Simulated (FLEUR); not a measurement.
Runs of FLEUR MaX-R8.1 (later development tree) on NaI. Symmetry: Fm-3m, No. 225, cubic system. The conventional cell has a = 6.473 Å, b = 6.473 Å, c = 6.473 Å, α = 90.00°, β = 90.00°, γ = 90.00°. I (site symmetry m-3m) has 6 Na at 3.24 Å as nearest neighbours. Na (site symmetry m-3m) has 6 I at 3.24 Å as nearest neighbours. 

| task | level | max iterations | mixing factor | mixer | mixer history | density convergence | gap on the mesh (eV) | V0 of scaled cells (Å³/atom) | B0 (GPa) |
| --- | --- | --- | --- | --- | --- | --- | --- | --- | --- |
| band structure | Wu-Cohen GGA | 60 | 0.05 | Anderson | 15 | 1e-05 me/bohr^3 | 3.52 | - | - |
| band structure | SCAN | 60 | 0.05 | Anderson | 15 | 1e-05 me/bohr^3 | 4.42 | - | - |
| equation of state | Wu-Cohen GGA | - | - | - | - | - | - | 33.06 | (a) |
| equation of state | SCAN | - | - | - | - | - | - | 33.45 | (b) |

Alike in all rows: potentials or basis all-electron, FLAPW; no spin polarisation; cell as given; k mesh 7 × 7 × 7; smearing fermi-dirac 0.05 eV; kmax 4.1 1/bohr.

Q: Fill in the values left out.

A: (a) 17; (b) 19.

Caveats: spin-orbit coupling is left out, which moves the levels of the heavy elements (some runs); the meta-GGA is that of a development version, with a GGA for the radial functions and cores and without core tails (some runs).

A k mesh can miss the band edges, and the runs leave out spin-orbit coupling on I.
